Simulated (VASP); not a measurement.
Input of a VASP 6.6.1 run:

INCAR

```
SYSTEM = MgS
  ALGO = Normal
  EDIFF = 1E-6
  EDIFFG = -0.01
  ENCUT = 600
  GGA = PE
  IBRION = 2
  ISIF = 3
  ISMEAR = -1
  IVDW = 202
  LASPH = .True.
  LCHARG = .False.
  LREAL = .False.
  LWAVE = .False.
  NELM = 100
  NSW = 40
  PREC = Accurate
  SIGMA = 0.05
```

The input KPOINTS:

```
k-points
0
Gamma
  9 9 9
  0 0 0
```

File POSCAR:

```
MgS
1.0
    0.0000000000      2.6016500000      2.6016500000
    2.6016500000      0.0000000000      2.6016500000
    2.6016500000      2.6016500000      0.0000000000
S Mg
1 1
Direct
    0.5000000000      0.5000000000      0.5000000000
    0.0000000000      0.0000000000      0.0000000000
```

Potentials or basis: VASP PAW PBE potentials, release 64 (S, Mg).

Launch:

```sh
$ cat potpaw_PBE.64/S/POTCAR potpaw_PBE.64/Mg/POTCAR > POTCAR
$ mpirun -np 1 vasp_std > vasp.out
```

Predict the relaxed cell.

a = 3.628 Å, b = 3.628 Å, c = 3.628 Å, α = 60.00°, β = 60.00°, γ = 60.00°.

What does it give for the relaxed volume?

16.88 Å³/atom.

Step by step:
```tsv
step	energy change (eV)	largest force (eV/Å)	pressure (GPa)	volume (Å³)
1	0.0000	0.0000	-3.21	35.22
2	-0.0140	0.0000	0.69	33.45
3	-0.0147	0.0000	-0.08	33.76
```
